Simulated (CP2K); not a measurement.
Runs of CP2K 2026.2 on N. The structure is cubic, space group Pa-3 (No. 205). The conventional cell has a = 5.561 Å, b = 5.561 Å, c = 5.561 Å, α = 90.00°, β = 90.00°, γ = 90.00°. N (site symmetry 3) is surrounded by 1 N at 1.11 Å. 

```csv
level,potentials or basis,smearing,NGRIDS,basis sets,potentials,points a segment of the path (NPOINTS),bands added on the path,gap on the mesh (eV),pressure (GPa),largest force (eV/Å)
r2SCAN,POTENTIAL_UZH N GTH-SCAN-q5; TZVP-MOLOPT-SCAN-GTH basis,fermi-dirac 0.01 eV,5,N TZVP-MOLOPT-SCAN-GTH-q5,N GTH-SCAN-q5 of POTENTIAL_UZH,6,6,7.99,-1.3,1.12
LDA,GTH_POTENTIALS N GTH-PADE-q5; TZVP-MOLOPT-PBE-GTH basis,fermi-dirac 0.1 eV,5,N TZVP-MOLOPT-PBE-GTH-q5,N GTH-PADE-q5 of GTH_POTENTIALS,8,4,(a),-1.9,0.91
TB-mBJ,POTENTIAL_UZH N GTH-PBE-q5; TZVP-MOLOPT-PBE-GTH basis,fermi-dirac 0.1 eV,4,N TZVP-MOLOPT-PBE-GTH-q5,N GTH-PBE-q5 of POTENTIAL_UZH,10,6,8.36,-,-
PBEsol,POTENTIAL_UZH N GTH-PBE-q5; TZVP-MOLOPT-PBE-GTH basis,fermi-dirac 0.01 eV,5,N TZVP-MOLOPT-PBE-GTH-q5,N GTH-PBE-q5 of POTENTIAL_UZH,6,4,7.28,(c),(b)
```

Alike in all rows: task band structure; no spin polarisation; cell as given; k mesh 5 × 5 × 5.

Task: Fill in the values left out.

Result: (a) 7.17; (b) 0.34; (c) 0.9.

Caveats: the basis of atomic orbitals isn't converged, which shifts pressures, moduli and gaps; the potentials were made for another functional, which shifts forces and pressure (some runs); forces of over 1 eV/Å show positions far from the minimum, so gaps and moduli don't describe the material at rest (some runs); this is a model potential without an energy functional, so only levels have meaning (some runs).

Runs at the PBE level aren't shown here.
